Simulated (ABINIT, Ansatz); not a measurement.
**Quasiparticle gap of RbBr (Fm-3m) in ABINIT**

Aim: the G0W0 gap of RbBr (Fm-3m) on PBE, step by step.

Calculated with ABINIT 10.8.3; PBE and many-body steps on it, plane waves.

The database entry behind the starting cell differs from later determinations by our own check (about 0.5 % short), so it need not match the best structure at ambient conditions.

## Step 1: The starting structure

It takes space group Fm-3m (No. 225, cubic). Conventional cell: a = 6.854 Å, b = 6.854 Å, c = 6.854 Å, α = 90.00°, β = 90.00°, γ = 90.00°. Nearest to Rb lie 6 Br at 3.43 Å. Nearest to Br lie 6 Rb at 3.43 Å. Farther neighbours and most contacts between anions are not listed.

Coordinates:

```cif
data_structure
_symmetry_space_group_name_H-M 'P 1'
_symmetry_Int_Tables_number 1
_cell_length_a 4.8465
_cell_length_b 4.8465
_cell_length_c 4.8465
_cell_angle_alpha 60.000
_cell_angle_beta 60.000
_cell_angle_gamma 60.000
_cell_volume 80.50
loop_
_atom_site_label
_atom_site_type_symbol
_atom_site_fract_x
_atom_site_fract_y
_atom_site_fract_z
_atom_site_occupancy
Rb1 Rb 0.00000 0.00000 0.00000 1
Br2 Br 0.50000 0.50000 0.50000 1
```

The cell and positions come from the Crystallography Open Database and are kept as given unless a step says otherwise.

## Step 2: Ground state

This step: ABINIT 10.8.3; DFT, PBE, plane waves, norm-conserving pseudopotentials.

The ground-state density comes first.

run.abi

```
acell 3*1.0 Angstrom
rprim 
  0.000000000000 3.427000000000 3.427000000000
  3.427000000000 0.000000000000 3.427000000000
  3.427000000000 3.427000000000 -0.000000000000
ntypat 2
znucl 37 35
natom 2
typat 1 2
xred 
  0.000000000000 0.000000000000 0.000000000000
  0.500000000000 0.500000000000 0.500000000000
pp_dirpath "pseudos"
pseudos "Rb.upf, Br.upf"
ecut 19
ngkpt 6 6 6
nshiftk 1
shiftk 0 0 0
kptopt 1
chksymbreak 0
nband 13
occopt 1
tolvrs 1e-10
nstep 60
prtwf 0
optforces 0
optstress 0
indata_prefix "in"
outdata_prefix "out"
tmpdata_prefix "tmp"
```

On the command line:

```sh
$ OMP_NUM_THREADS=1 mpirun -n 4 abinit run.abi > log
```

Numbers of over 12 decimals in the logs are rounded to 6 here.

Output:

```text
.Version 10.8.3 of ABINIT. v10.8.2 released Aug 2026.

 Symmetries : space group Fm -3 m (#225); Bravais cF (face-center cubic)
================================================================================
 Values of the parameters that define the memory need of the present run
     intxc =       0    ionmov =       0      iscf =       7    lmnmax =       6
     lnmax =       6     mgfft =      36  mpssoang =       3    mqgrid =    3001
     natom =       2  nloc_mem =       1    nspden =       1   nspinor =       1
    nsppol =       1      nsym =      48    n1xccc =    2501    ntypat =       2
    occopt =       1   xclevel =       2
-    mband =          13        mffmem =           1         mkmem =           4
       mpw =        2174          nfft =       46656          nkpt =          16
================================================================================
  Rough estimation (10% accuracy) of disk space for files :
================================================================================

--------------------------------------------------------------------------------
------------- Echo of variables that govern the present computation ------------
--------------------------------------------------------------------------------
 -outvars: echo values of preprocessed input variables --------
            acell      1.8897261259E+00  1.8897261259E+00  1.8897261259E+00 Bohr

      chksymbreak           0
             ecut      1.90000000E+01 Hartree
-          fftalg         312

              ixc     -101130
              kpt      0.00000000E+00  0.00000000E+00  0.00000000E+00
                       1.66666667E-01  0.00000000E+00  0.00000000E+00
                       3.33333333E-01  0.00000000E+00  0.00000000E+00
                       5.00000000E-01  0.00000000E+00  0.00000000E+00
                       1.66666667E-01  1.66666667E-01  0.00000000E+00
                       3.33333333E-01  1.66666667E-01  0.00000000E+00
                       5.00000000E-01  1.66666667E-01  0.00000000E+00
                      -3.33333333E-01  1.66666667E-01  0.00000000E+00
                      -1.66666667E-01  1.66666667E-01  0.00000000E+00
   [... 5 further rows ...]
                      -3.33333333E-01  3.33333333E-01  1.66666667E-01
                      -3.33333333E-01  5.00000000E-01  1.66666667E-01
         kptrlatt        6    0    0      0    6    0      0    0    6
          kptrlen      5.49514580E+01
P           mkmem           4
            natom           2
            nband          13
            ngfft          36      36      36
             nkpt          16
            nstep          60
             nsym          48
           ntypat           2
              occ      2.000000  2.000000  2.000000  2.000000  2.000000  2.000000
                       2.000000  2.000000  0.000000  0.000000  0.000000  0.000000
                       0.000000
        optforces           0
        optstress           0
            prtwf           0
            rprim      0.0000000000E+00  3.4270000000E+00  3.4270000000E+00
[...]
spgroup         225

           tolvrs      1.00000000E-10

             xred      0.0000000000E+00  0.0000000000E+00  0.0000000000E+00
[...]
znucl       37.00000   35.00000

================================================================================

 chkinp: Checking input parameters for consistency.

================================================================================
== DATASET  1 ==================================================================
-   mpi_nproc: 4, omp_nthreads: 1 (-1 if OMP is not activated)

--- !DatasetInfo
iteration_state: {dtset: 1, }
dimensions: {natom: 2, nkpt: 16, mband: 13, nsppol: 1, nspinor: 1, nspden: 1, mpw: 2174, }
cutoff_energies: {ecut:  19.0, pawecutdg:  -1.0, }
electrons: {nelect:   1.60000000E+01, charge:   0.00000000E+00, occopt:   1.00000000E+00, tsmear:   1.00000000E-02, }

 Real(R)+Recip(G) space primitive vectors, cartesian coordinates (Bohr,Bohr^-1):
 R(1)=  0.0000000  6.4760914  6.4760914  G(1)= -0.0772071  0.0772071  0.0772071
 R(2)=  6.4760914  0.0000000  6.4760914  G(2)=  0.0772071 -0.0772071  0.0772071
 R(3)=  6.4760914  6.4760914  0.0000000  G(3)=  0.0772071  0.0772071 -0.0772071
 Unit cell volume ucvol=  5.4321144E+02 bohr^3
 Angles (23,13,12)=  6.00000000E+01  6.00000000E+01  6.00000000E+01 degrees

 getcut: wavevector=  0.0000  0.0000  0.0000  ngfft=  36  36  36
         ecut(hartree)=     19.000   => boxcut(ratio)=   2.00324

--- Pseudopotential description ------------------------------------------------
- Rb Generated using ONCVPSP code by D. R. Hamann
- 37.00000   9.00000  171031                  znucl, zion, pspdat
12 -101130 2 -1 2308                          pspcod,pspxc,lmax,lloc,mmax
     nproj     2     2     2
  pspatm : epsatm=   34.45470878
         --- l  ekb(1:nproj) -->
[...]
pspatm: atomic psp has been read  and splines computed

- Br Generated using ONCVPSP code by D. R. Hamann
- 35.00000   7.00000  171031                  znucl, zion, pspdat
12 -101130 2 -1 1098                          pspcod,pspxc,lmax,lloc,mmax
     nproj     2     2     2
  pspatm : epsatm=   11.64859065
         --- l  ekb(1:nproj) -->
[...]
2    2.589748    0.385882
 pspatm: atomic psp has been read  and splines computed

   7.37652791E+02                                ecore*ucvol(ha*bohr**3)
--------------------------------------------------------------------------------

_setup2: Arith. and geom. avg. npw (full set) are    2148.356    2148.321

================================================================================

--- !BeginCycle
iteration_state: {dtset: 1, }
solver: {iscf: 7, nstep: 60, nline: 4, wfoptalg: 0, }
tolerances: {tolvrs: 1.00E-10, }

     iter   Etot(hartree)      deltaE(h)  residm     vres2
 ETOT  1  -42.919326766497    -4.292E+01 2.148E-02 5.695E+01
 ETOT  2  -42.937657193746    -1.833E-02 1.882E-02 2.540E+00
 ETOT  3  -42.938068935354    -4.117E-04 1.819E-03 3.897E-01
 ETOT  4  -42.938088369369    -1.943E-05 6.787E-04 3.269E-02
 ETOT  5  -42.938089964393    -1.595E-06 5.464E-04 3.243E-04
 ETOT  6  -42.938089977893    -1.350E-08 1.993E-04 1.758E-06
 ETOT  7  -42.938089978009    -1.162E-10 1.308E-04 9.622E-08
 ETOT  8  -42.938089978019    -9.742E-12 7.673E-05 2.875E-09
 ETOT  9  -42.938089978018     1.002E-12 2.935E-05 6.802E-11

 At SCF step    9       vres2   =  6.80E-11 < tolvrs=  1.00E-10 =>converged.

--- !ResultsGS
iteration_state: {dtset: 1, }
comment   : Summary of ground state results
lattice_vectors:
- [  0.0000000,   6.4760914,   6.4760914, ]
- [  6.4760914,   0.0000000,   6.4760914, ]
- [  6.4760914,   6.4760914,  -0.0000000, ]
lattice_lengths: [   9.15858,    9.15858,    9.15858, ]
lattice_angles: [ 60.000,  60.000,  60.000, ] # degrees, (23, 13, 12)
lattice_volume:   5.4321144E+02
convergence: {deltae:  1.002E-12, res2:  6.802E-11, residm:  2.935E-05, diffor:  0.000E+00, }
etotal    :  -4.29380900E+01
entropy   :   0.00000000E+00
fermie    :  -3.82805169E-02
cartesian_stress_tensor: null
pressure_GPa: null
xred      :
- [  0.0000E+00,   0.0000E+00,   0.0000E+00, Rb]
- [  5.0000E-01,   5.0000E-01,   5.0000E-01, Br]
cartesian_forces: null
force_length_stats: {min: null, max: null, mean: null, }

 Integrated electronic density in atomic spheres:
 ------------------------------------------------
 Atom  Sphere_radius  Integrated_density
    1        2.00000          6.04011203
    2        2.00000          4.25675229
================================================================================

 ----iterations are completed or convergence reached----

 Mean square residual over all n,k,spin=   28.329E-08; max=  29.351E-06
 reduced coordinates (array xred) for    2 atoms
       0.000000000000      0.000000000000      0.000000000000
       0.500000000000      0.500000000000      0.500000000000
 rms dE/dt=  0.0000E+00; max dE/dt=  0.0000E+00; dE/dt below (all hartree)
    1       0.000000000000      0.000000000000      0.000000000000
    2       0.000000000000      0.000000000000      0.000000000000

 cartesian coordinates (angstrom) at end:
    1      0.000000     0.000000     0.000000
    2      3.427000     3.427000     3.427000
 length scales=  1.889726125908  1.889726125908  1.889726125908 bohr
              =  1.000000000000  1.000000000000  1.000000000000 angstroms
 prteigrs : about to open file out_EIG
 Fermi (or HOMO) energy (hartree) =  -0.03828   Average Vxc (hartree)=  -0.27156
 Eigenvalues (hartree) for nkpt=  16  k points:
 kpt#   1, nband= 13, wtk=  0.00463, kpt=  0.0000  0.0000  0.0000 (reduced coord)
  -0.93590   -0.48605   -0.35047   -0.35047   -0.35047   -0.03828   -0.03828   -0.03828
   0.12208    0.22944    0.22944    0.22944    0.26211
 prteigrs : prtvol=0 or 1, do not print more k-points.

--- !EnergyTerms
iteration_state     : {dtset: 1, }
comment             : Components of total free energy in Hartree
kinetic             :  1.16832611025282E+01
hartree             :  7.38146148238216E+00
xc                  : -1.22925326011354E+01
Ewald energy        : -2.83094525709479E+01
psp_core            :  1.35794780975051E+00
local_psp           : -2.38293239440908E+01
non_local_psp       :  1.07054874349507E+00
total_energy        : -4.29380899780181E+01
total_energy_eV     : -1.16840495105654E+03
band_energy         : -5.27028916339994E+00

== END DATASET(S) ==============================================================
================================================================================

 -outvars: echo values of variables after computation  --------
           etotal     -4.2938089978E+01
            nband          13
             nkpt          16
          spgroup         225
 [... the other variables as echoed above ...]

 Calculation completed.
```

The job ended after 5.7 s (4 MPI ranks of Arm Neoverse V1, shared host; peak memory 0.27 GiB).

Numbers from this step:

| Property | Result |
| --- | --- |
| total energy | -1168.4050 eV |
| gap | 4.364 eV |
| k of the valence top | 0, 0, 0 |
| k of the conduction bottom | 0, 0, 0 |
| least direct gap | 4.364 eV |

The gap is direct, at Γ.

(Part 1 of 3 ends here.)

[Paths, hosts, dates, memory and timing lines, banners, echoed tables and standing remarks are left out of the program output.]

[Logs are printed without paths, hosts, clocks, repeated set-up lines and the standing remarks that a program may print on its own settings, such as how far it seeks lower states.]

[Runs of the session that timed out or met a known fault of the program may be left out.]

[Hosts, paths, dates, database ids (printed as entryN), source tags and the programs' standing remarks are cut or masked in the printed files.]

[G0W0 gaps are taken among the corrected bands and points alone; a level outside them can change the order at an edge.]

[Where Ansatz stands beside ABINIT at settings called matched, ABINIT's density can come from a denser mesh and the files from another edition; pairs whose starting gaps differed by over 0.03 eV were left out, so agreement reads better than it is.]
